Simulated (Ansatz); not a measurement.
**CdS: a single-point run**

The task is a single-point run on CdS. The structure is shown as the input types it. The cell is built on a prototype (CsCl type) and needn't be the phase found in nature.

Computed with Ansatz 0.2.0 (density functional or hybrid calculation with the settings of its input, plane waves (as first typed), unless a step's input says otherwise).

8 further runs of the same task are left out: 1 for a known fault of the program, 7 that didn't finish.

### 1 Starting point

The structure is cubic, space group Pm-3m (No. 221). The conventional cell has a = 3.387 Å, b = 3.387 Å, c = 3.387 Å, α = 90.00°, β = 90.00°, γ = 90.00°. Around Cd (site symmetry m-3m) lie 8 S at 2.93 Å. S (site symmetry m-3m) is surrounded by 8 Cd at 2.93 Å.

As a file:

```cif
data_structure
_symmetry_space_group_name_H-M 'P 1'
_symmetry_Int_Tables_number 1
_cell_length_a 3.3869
_cell_length_b 3.3869
_cell_length_c 3.3869
_cell_angle_alpha 90.000
_cell_angle_beta 90.000
_cell_angle_gamma 90.000
_cell_volume 38.85
loop_
_atom_site_label
_atom_site_type_symbol
_atom_site_fract_x
_atom_site_fract_y
_atom_site_fract_z
_atom_site_occupancy
Cd1 Cd 0.00000 0.00000 0.00000 1
S1 S 0.50000 0.50000 0.50000 1
```

### 2 The run

input.yaml

```yaml
crystal:
  lattice:
    - [3.386908614, 0.0, 0.0]
    - [0.0, 3.386908614, 0.0]
    - [0.0, 0.0, 3.386908614]
  atoms:
    - { symbol: Cd, position: [0.0, 0.0, 0.0] }
    - { symbol: S, position: [0.5, 0.5, 0.5] }
kpoints:
  mp_grid: { grid: [4, 4, 4] }
hamiltonian:
  xc: hse06
scf:
  occupations: { method: cold, width: 1.5 }
  n_extra_bands: 4
output:
  forces: true
  stress: true
  eigenvalues: true
```

Run with:

```bash
> ansatz run input.yaml --threads 4 --pin off --max-ram 3686MiB --backend cpu --events-out ev --progress --plain --runs-dir out
```

**Question.** How will this run end, and is anything wrong with its input?

This run ends as converged, with warnings (filled band counts differ across k points, stress exchange threshold loose, stress scf threshold loose). Its log warns: «output.stress: scf.convergence.dr2_threshold = 1e-7 eV (the SCF's general default) is looser than the 2e-10 eV advised for a printed stress (1e-10 eV for each atom of the ...»

The suspect setting: scf.occupations.method is cold; scf.occupations.width is 1.5. A smearing of this width stands for electrons at many thousands of kelvin; it empties bonding states and fills antibonding ones.

The test: set scf.occupations.method to fermi_dirac and scf.occupations.width to 0.02.
